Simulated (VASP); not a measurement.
Ta, 1 atom in the cell. The structure is cubic, space group Im-3m (No. 229). The conventional cell has a = 3.327 Å, b = 3.327 Å, c = 3.327 Å, α = 90.00°, β = 90.00°, γ = 90.00°. Around Ta (site symmetry m-3m) lie 8 Ta at 2.88 Å. 

| Item | Value |
| --- | --- |
| Program | VASP 6.6.1 |
| Task | relaxation of cell and atoms |
| Functional | PBE |
| Potentials or basis | VASP PAW PBE potentials, release 64 (Ta_pv) |
| Cutoff | 520 eV |
| k mesh | 10 × 10 × 10 |
| Occupations | gaussian, width 0.1 eV |
| Spin | no spin polarisation |
| Further INCAR settings | ALGO = Normal; EDIFF = 1e-07; IBRION = 2; EDIFFG = -0.002; NSW = 80; ISIF = 3 |

Potentials or basis: VASP PAW PBE potentials, release 64 (Ta_pv).

Launch:

```bash
$ cat potpaw_PBE.64/Ta_pv/POTCAR > POTCAR
$ mpirun -np 1 vasp_std > vasp.out
```

Hardware: 1 thread of Intel(R) Xeon(R) 6975P-C (Granite Rapids), on a shared host.

Task: Estimate the wall time of this run.

Result: Run time: 5.8 s on 1 thread of Intel(R) Xeon(R) 6975P-C (Granite Rapids) (shared host), peak memory 0.14 GiB. Counts: scf iterations 22, k points 47, ion steps 3.
